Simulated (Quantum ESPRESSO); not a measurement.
Runs of Quantum ESPRESSO 7.5 on MgS (Niningerite). The structure is cubic, space group Fm-3m (No. 225). Conventional cell: a = 5.203 Å, b = 5.203 Å, c = 5.203 Å, α = 90.00°, β = 90.00°, γ = 90.00°. S (site symmetry m-3m) has 6 Mg at 2.60 Å as nearest neighbours. Mg (site symmetry m-3m) has 6 S at 2.60 Å as nearest neighbours. 

```tsv
task	level	potentials or basis	cell	k mesh	cutoff (eV)	smearing	SCF threshold	form of the LDA correlation	q mesh	q mesh for exact exchange	cutoff for exact exchange	mesh quality	gap on the mesh (eV)	pressure (GPa)	V0 of scaled cells (Å³/atom)	B0 (GPa)
equation of state	PBE	SSSP 1.3 efficiency PBE	as given	9 × 9 × 9	748	fermi-dirac 0.05 eV	4e-10 Ry	-	-	-	-	not flagged	-	-	(c)	75
phonons	vdW-DF-cx	PseudoDojo 0.4.1 SR PBE standard	relaxed	4 × 4 × 4, shifted	1143	fermi-dirac 0.05 eV	4e-10 Ry	-	-	-	-	not flagged	-	0.0	-	-
band structure	PBEsol	PseudoDojo 0.4.1 SR PBEsol standard	as given	9 × 9 × 9	1143	fermi-dirac 0.05 eV	4e-10 Ry	-	-	-	-	not flagged	(b)	(a)	-	-
phonon dispersion	LDA	GBRV 1.5 LDA	relaxed	4 × 4 × 4, shifted	612	fermi-dirac 0.05 eV	4e-10 Ry	PZ81	4 × 4 × 4	-	-	not flagged	-	0.0	-	-
band structure	PBE	PseudoDojo 0.4.1 SR PBE standard	as given	9 × 9 × 9	1143	fermi-dirac 0.05 eV	4e-10 Ry	-	-	-	-	not flagged	2.92	1.2	-	-
equation of state	PBEsol	PseudoDojo 0.4.1 SR PBEsol standard	as given	9 × 9 × 9	1143	fermi-dirac 0.05 eV	4e-10 Ry	-	-	-	-	not flagged	-	-	17.41	78
phonons and Raman activities	PBEsol	GBRV 1.5 PBEsol	relaxed	4 × 4 × 4, shifted	612	fermi-dirac 0.05 eV	4e-10 Ry	-	-	-	-	not flagged	-	0.0	-	-
```

Alike in all rows: no spin polarisation.

Task: Fill in the values left out.

Result: (a) -0.9; (b) 2.83; (c) 17.80.

Caveats: the mesh misses the band edges, which the band path finds closer together (some runs); the potentials were made for another functional, which shifts forces and pressure (some runs); before the sum rule the acoustic modes lie tens of cm⁻¹ from zero, a sign that the density grid also shifts the optical modes (some runs).

Not every run made on this cell is shown here.
